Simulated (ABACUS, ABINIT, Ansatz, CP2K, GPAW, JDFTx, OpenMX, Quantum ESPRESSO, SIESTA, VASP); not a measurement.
## Sc: 11 runs at one level of theory

```
Sc
1.0
     3.30900    0.00000    0.00000
    -1.65450    2.86568    0.00000
     0.00000    0.00000    5.27330
Sc
2
Direct
  0.66667 0.33333 0.75000
  0.33333 0.66667 0.25000
```

Alike in all runs: task single point; functional PBE; k mesh 9 × 9 × 5; occupations fermi-dirac, width 0.05 eV; no spin polarisation; no spin-orbit coupling. Pressure is positive in compression and, in plane waves, holds the error of the finite cutoff, which Ansatz's Pulay term estimates and takes out.

```tsv
program and potentials	plane-wave cutoff (eV)	notes	pressure (GPa)
ABINIT, JTH PAW PBE v2.0	408	-	?
ABACUS, PseudoDojo NC SR 0.4.1 PBE standard, plane waves	1075	-	-0.66
CP2K, POTENTIAL_UZH Sc GTH-PBE-q11; TZVP-MOLOPT-PBE-GTH basis	-	atomic basis	-0.76
VASP, PBE PAW files Sc_sv, 520 eV	520	-	-0.64
SIESTA, files PseudoDojo sr-pbe-0.4.1-standard, DZP (energy shift 0.003 Ry; two zetas on semicore shells)	-	atomic basis	-0.78
GPAW, GPAW PAW data sets (gpaw-data 1.2.1)	600	-	-0.77
Ansatz, all-electron LAPW, scalar-relativistic	-	-	-0.67
Quantum ESPRESSO, SSSP 1.3 efficiency PBE	816	-	-0.60
JDFTx, PseudoDojo-SR-PBE-0.5-standard	1061	-	-0.66
OpenMX, OpenMX 2013 PBE set, Sc7.0-s3p2d2, grid cutoff 400 Ry	-	atomic basis	-1.13
Ansatz, Ansatz PAW (earlier soft set)	420	-	-0.67
```

Question: Estimate from the other rows what the run with ABINIT, JTH PAW PBE v2.0 gave.

Answer: Pressure -0.80 GPa. The other rows, which needn't bracket it: pressure -1.13 to -0.60.
